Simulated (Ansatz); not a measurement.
# Al2Pt (Fm-3m) in Ansatz: further runs

Runs on Al2Pt. Level: PBE. Tasks: single point, equation of state.

Everything below comes from runs of Ansatz 0.2.0. Logs are shortened: lines on timing, memory, paths and dates and some standing lists are left out, and cuts for length are marked.

### Step 1. The crystal as given

It takes space group Fm-3m (No. 225, cubic). The conventional cell has a = 5.910 Å, b = 5.910 Å, c = 5.910 Å, α = 90.00°, β = 90.00°, γ = 90.00°. Pt (site symmetry m-3m) is surrounded by 8 Al at 2.56 Å. Al (site symmetry -43m) is surrounded by 4 Pt at 2.56 Å.

### Step 2. Single point, PBE, 16.17 Å³/atom (volume scaled by 0.94)

input.yaml reads:

```yaml
crystal:
  lattice:
    - [0.0, 2.8946769513, 2.8946769513]
    - [2.8946769513, 0.0, 2.8946769513]
    - [2.8946769513, 2.8946769513, 0.0]
  atoms:
    - { symbol: Pt, position: [0.0, 0.0, 0.0] }
    - { symbol: Al, position: [0.75, 0.75, 0.75] }
    - { symbol: Al, position: [0.25, 0.25, 0.25] }
hamiltonian:
  xc: pbe
  pseudopotentials: { kind: paw }
kpoints:
  mp_grid: { grid: [8, 8, 8] }
scf:
  occupations: { method: fermi_dirac, width: 0.05 }
output:
  forces: true
  stress: true
  eigenvalues: true
  write_density: true
  write_potential: true
  elf: true
  volumetric_format: npy
```

Potentials or basis: Ansatz PAW.

Run with:

```console
> ansatz run input.yaml --threads 2 --pin off --max-ram 5632MiB --backend cpu --events-out ev --progress --plain --runs-dir out
```

Output:

```text
Warning: RAYON_NUM_THREADS=2 ignored (pool sized by the plan → 2); use --threads N
Engine: ansatz 0.2.0, x86_64-unknown-linux-gnu
Pseudopotentials: kind: paw
Pseudopotential: Pt, paw, valence charge 18, recommended cutoff 420 eV (normal), Pt.paw.azcp
Pseudopotential: Al, paw, valence charge 3, recommended cutoff 420 eV (normal), Al.paw.azcp
Functional definition: PBE
  parameter kappa = 0.804
  parameter beta = 0.06672455060314922
  exchange = pbe_x(kappa = kappa, mu = beta*pi^2/3)
  correlation = pbe_c(beta = beta)
Crystal: 3 atoms, lattice volume = 48.510 Å³
Basis set: ecut = 420 eV, 941 PW (Γ), exchange–correlation on 60×60×60 points (8 copies of the dense FFT grid, shifted against one another)
Bands: 16, of which v1, the nominal top of the filled ones, is band 12 counted from 1 (11 counted from 0)
Symmetry: 48 space group operations
Space group: Fm-3m (ITA 225), of the structure as read, at distance tolerance 3.6e-5 Å
k-points: 29 of 512
Non-local potential: Pt, projectors of the file, l = 0: 3, l = 1: 2, l = 2: 2, l = 3: 1
Non-local potential: Al, projectors of the file, l = 0: 2, l = 1: 2, l = 2: 1
PAW form: soft (Blöchl's): semilocal exchange-correlation on the pseudo side does not see the compensation charge
PAW one-centre angular grid: Pt, 590 points (default); XC on 64 Gauss nodes
PAW one-centre angular grid: Al, 110 points (default); XC on 64 Gauss nodes
Initial density: superposition of atomic densities (neutral atoms: chi_scale 0, normalization atom), corrected by the library's trained network
Initial wavefunctions: pseudopotential atomic-orbital guess
Functional: x = pbe(κ = 0.804, μ = 0.2195149727645171), c = pbe(β = 0.06672455060314922)
SCF iter   1: F=—  HF=-13600.515586 eV  |F-HF|=—  |Δ(HF+E_count)|=         —  Δρ=2.25e-3  dr2=3.79e-3  ethr=1.77e-3  ⟨swp⟩=6.0  Hψ=2493  notcnv=0
preconditioner: auto → Kerker (q_TF=auto, 2.426 Å⁻¹)  [metal: Δε(μ)=0.078 eV  Ē_g=8.739 eV  σ=0.050 eV  W_gap=0.37  n_scr=14 (ndim 8)  ℏωp=21.3 eV  f_vac=0.000  D(μ)=1.43/eV (n_scr^D=14)]
SCF iter   2: F=—  HF=-13600.515164 eV  |F-HF|=—  |Δ(HF+E_count)|=   4.22e-4  Δρ=1.03e-3  dr2=5.94e-4  ethr=1.58e-5  ⟨swp⟩=1.8  Hψ=758  notcnv=0
SCF iter   3: F=—  HF=-13600.515034 eV  |F-HF|=—  |Δ(HF+E_count)|=   1.30e-4  Δρ=3.48e-4  dr2=5.63e-5  ethr=2.47e-6  ⟨swp⟩=2.2  Hψ=669  notcnv=0
SCF iter   4: F=—  HF=-13600.514996 eV  |F-HF|=—  |Δ(HF+E_count)|=   3.83e-5  Δρ=5.56e-5  dr2=1.47e-6  ethr=2.34e-7  ⟨swp⟩=2.6  Hψ=759  notcnv=0  defer=1
SCF iter   5: F=—  HF=-13600.514996 eV  |F-HF|=—  |Δ(HF+E_count)|=   2.07e-7  Δρ=1.39e-5  dr2=1.67e-7  ethr=6.14e-9  ⟨swp⟩=2.2  Hψ=647  notcnv=0  defer=1
SCF iter   6: F=-13600.514996 eV  HF=-13600.514996 eV  |F-HF|=1.54e-8  |Δ(HF+E_count)|=   3.29e-9  Δρ=7.50e-6  dr2=3.15e-8  ethr=4.17e-10  ⟨swp⟩=8.8  Hψ=2847  notcnv=0
SCF 1 converged in 6 iterations: F = -13600.514996 eV  dr2 = 3.15e-8
SCF converged after 6 iterations
Free energy (F): -13600.514996 eV
Harris-Foulkes:  -13600.514996 eV  (|F-HF|=1.54e-8)
Internal energy: -13600.503180 eV  (E = F + TS)
E sigma→0 (E₀):  -13600.509088 eV
Entropy (-TS):   -0.011816 eV (-3.939 meV/atom)
Fermi energy:    12.351284 eV
--- Per-component energies (eV) ---
  E_band       = -293.017613
  E_kinetic    = 691.417269
  E_local      = -2632.140215  (includes V_loc(G=0)·N_el)
  E_nonlocal   = 217.979731
  E_hartree    = 1046.618083
  E_xc         = -345.220124
  E_vxc        = -366.003062  (∫ρ·V_xc dr)
  E_paw        = -10389.301930  (= ΣΔE_a)
  E_vpaw       = -297.516147  (= ΣTr[D̂ρ^β])
  E_aug_tail   = 0.000191  (compensation charges beyond the density's cutoff)
  E_ewald      = -2189.856184
  E_smearing   = -0.011816  (= −TS)
  E_closure    = 0.000000  (closes the sum)
  Σ components = -13600.514996   (vs F -13600.514996, Δ=0.00e0)
--- Forces (eV/Å), atoms counted from 1 ---
  atom   1  Pt     0.00000000    -0.00000000     0.00000000
  atom   2  Al    -0.00000000     0.00000000    -0.00000000
  atom   3  Al     0.00000000    -0.00000000     0.00000000
  max |Σ_I F_I| component: 9.25e-18 eV/Å
--- Stress (GPa, compression-positive) ---
       12.405872      -0.000000       0.000000
        0.000000      12.405872       0.000000
        0.000000       0.000000      12.405872
  P = ⅓ Tr σ = 12.4059 GPa (124.059 kbar)
--- Band table (eV; the first three rows and the last of 29) ---
  k-point 0: bands = ["-86.6595", "-40.9114", "-40.9114", "-40.9114", "1.6997", "6.9744", "6.9744", "6.9744", "8.3956", "8.3956", "15.8156", "16.2258", "16.2258", "16.2258", "18.1390", "18.1390"]
  k-point 1: bands = ["-86.6595", "-40.9119", "-40.9115", "-40.9115", "1.9252", "6.8537", "7.0491", "7.0491", "8.3713", "8.3713", "14.0951", "15.7253", "15.7253", "16.1002", "18.4773", "18.5360"]
  k-point 2: bands = ["-86.6595", "-40.9131", "-40.9116", "-40.9116", "2.5731", "6.5703", "7.2036", "7.2036", "8.3797", "8.3797", "11.4581", "14.7250", "14.7250", "16.4683", "18.0800", "18.0800"]
  k-point 28: bands = ["-86.6594", "-40.9138", "-40.9138", "-40.9126", "6.0709", "6.0709", "6.7159", "6.8983", "8.3417", "8.9005", "9.4525", "9.4525", "11.4486", "17.8401", "17.8401", "18.6507"]
```

Run time: 1 s. Hardware: 2 threads of AMD EPYC 7R43 (Zen 3), shared host; peak memory 0.36 GiB.

What came out:

- Free energy: -13600.5150 eV
- Pressure: 12.4 GPa
- Band gap on the k mesh: none (metal or under the smearing width)

### Step 3. Single point, PBE, 16.51 Å³/atom (volume scaled by 0.96)

Edit input.yaml of step 2 so:

```diff
@@ -2,5 +2,5 @@
   lattice:
-    - [0.0, 2.8946769513, 2.8946769513]
-    - [2.8946769513, 0.0, 2.8946769513]
-    - [2.8946769513, 2.8946769513, 0.0]
+    - [0.0, 2.9150626719, 2.9150626719]
+    - [2.9150626719, 0.0, 2.9150626719]
+    - [2.9150626719, 2.9150626719, 0.0]
   atoms:
@@ -20,5 +20 @@
   eigenvalues: true
-  write_density: true
-  write_potential: true
-  elf: true
-  volumetric_format: npy
```

Potentials or basis: Ansatz PAW.

Run with:

```console
> ansatz run input.yaml --threads 2 --pin off --max-ram 5632MiB --backend cpu --events-out ev --progress --plain --runs-dir out
```

Wall time 0.81 s (2 threads of AMD EPYC 7R43 (Zen 3), shared host); peak memory 0.36 GiB.

Results (log left out):

```
Free energy            : -13600.5829 eV
Pressure               : 8.7 GPa
Band gap on the k mesh : none (metal or under the smearing width)
```

### Step 4. Single point, PBE, 16.86 Å³/atom (volume scaled by 0.98)

Edit input.yaml of step 3 so:

```diff
@@ -2,5 +2,5 @@
   lattice:
-    - [0.0, 2.9150626719, 2.9150626719]
-    - [2.9150626719, 0.0, 2.9150626719]
-    - [2.9150626719, 2.9150626719, 0.0]
+    - [0.0, 2.9351671877, 2.9351671877]
+    - [2.9351671877, 0.0, 2.9351671877]
+    - [2.9351671877, 2.9351671877, 0.0]
   atoms:
@@ -20 +20,5 @@
   eigenvalues: true
+  write_density: true
+  write_potential: true
+  elf: true
+  volumetric_format: npy
```

Run with:

```console
> ansatz run input.yaml --threads 2 --pin off --max-ram 5632MiB --backend cpu --events-out ev --progress --plain --runs-dir out
```

It took 0.99 s on 2 threads of AMD EPYC 7R43 (Zen 3), shared host; peak memory 0.37 GiB.

Results (log left out):

```
Free energy            : -13600.6284 eV
Pressure               : 5.4 GPa
Band gap on the k mesh : none (metal or under the smearing width)
```

### Step 5. Single point, PBE, 17.20 Å³/atom

Edit input.yaml of step 4 so:

```diff
@@ -2,5 +2,5 @@
   lattice:
-    - [0.0, 2.9351671877, 2.9351671877]
-    - [2.9351671877, 0.0, 2.9351671877]
-    - [2.9351671877, 2.9351671877, 0.0]
+    - [0.0, 2.955, 2.955]
+    - [2.955, 0.0, 2.955]
+    - [2.955, 2.955, 0.0]
   atoms:
@@ -20,5 +20 @@
   eigenvalues: true
-  write_density: true
-  write_potential: true
-  elf: true
-  volumetric_format: npy
```

Run with:

```console
> ansatz run input.yaml --threads 2 --pin off --max-ram 5632MiB --backend cpu --events-out ev --progress --plain --runs-dir out
```

Wall time 0.7 s (2 threads of AMD EPYC 7R43 (Zen 3), shared host); peak memory 0.37 GiB.

It converged, with:

```
Free energy            : -13600.6538 eV
Pressure               : 2.5 GPa
Band gap on the k mesh : none (metal or under the smearing width)
```

### Step 6. Single point, PBE, 17.55 Å³/atom (volume scaled by 1.02)

Edit input.yaml of step 5 so:

```diff
@@ -2,5 +2,5 @@
   lattice:
-    - [0.0, 2.955, 2.955]
-    - [2.955, 0.0, 2.955]
-    - [2.955, 2.955, 0.0]
+    - [0.0, 2.9745701068, 2.9745701068]
+    - [2.9745701068, 0.0, 2.9745701068]
+    - [2.9745701068, 2.9745701068, 0.0]
   atoms:
```

Potentials or basis: Ansatz PAW.

Run with:

```console
> ansatz run input.yaml --threads 2 --pin off --max-ram 5632MiB --backend cpu --events-out ev --progress --plain --runs-dir out
```

It took 0.7 s on 2 threads of AMD EPYC 7R43 (Zen 3), shared host; peak memory 0.38 GiB.

It converged, with:

- Free energy: -13600.6611 eV
- Pressure: -0.2 GPa
- Band gap on the k mesh: none (metal or under the smearing width)

### Step 7. Single point, PBE, 17.89 Å³/atom (volume scaled by 1.04)

Edit input.yaml of step 6 so:

```diff
@@ -2,5 +2,5 @@
   lattice:
-    - [0.0, 2.9745701068, 2.9745701068]
-    - [2.9745701068, 0.0, 2.9745701068]
-    - [2.9745701068, 2.9745701068, 0.0]
+    - [0.0, 2.9938860383, 2.9938860383]
+    - [2.9938860383, 0.0, 2.9938860383]
+    - [2.9938860383, 2.9938860383, 0.0]
   atoms:
```

Run with:

```console
> ansatz run input.yaml --threads 2 --pin off --max-ram 5632MiB --backend cpu --events-out ev --progress --plain --runs-dir out
```

It took 0.73 s on 2 threads of AMD EPYC 7R43 (Zen 3), shared host; peak memory 0.37 GiB.

The run converged. Its results:

- Free energy: -13600.6521 eV
- Pressure: -2.6 GPa
- Band gap on the k mesh: none (metal or under the smearing width)

### Step 8. Single point, PBE, 18.23 Å³/atom (volume scaled by 1.06)

Edit input.yaml of step 7 so:

```diff
@@ -2,5 +2,5 @@
   lattice:
-    - [0.0, 2.9938860383, 2.9938860383]
-    - [2.9938860383, 0.0, 2.9938860383]
-    - [2.9938860383, 2.9938860383, 0.0]
+    - [0.0, 3.0129558903, 3.0129558903]
+    - [3.0129558903, 0.0, 3.0129558903]
+    - [3.0129558903, 3.0129558903, 0.0]
   atoms:
```

Run with:

```console
> ansatz run input.yaml --threads 2 --pin off --max-ram 5632MiB --backend cpu --events-out ev --progress --plain --runs-dir out
```

It took 0.79 s on 2 threads of AMD EPYC 7R43 (Zen 3), shared host; peak memory 0.34 GiB.

The run converged. Its results:

| Quantity | Value |
| --- | --- |
| Free energy | -13600.6286 eV |
| Pressure | -4.7 GPa |
| Band gap on the k mesh | none (metal or under the smearing width) |

### Step 9. Equation of state, PBE

Potentials or basis: Ansatz PAW.

This step only gathers the single runs of the series.

Results:

- Equilibrium volume: 17.52 Å³/atom
- Bulk modulus: 129 GPa
- Pressure derivative of the bulk modulus: 4.4

Energy against volume, from the lowest point:
```csv
volume (Å³/atom),energy (meV/atom)
16.170,48.70
16.514,26.07
16.858,10.90
17.202,2.45
17.546,0.00
17.890,2.99
18.234,10.82
```

Spin-orbit coupling is left out, which matters for the levels of Pt. PBE usually gives volumes a little too large and moduli too small.
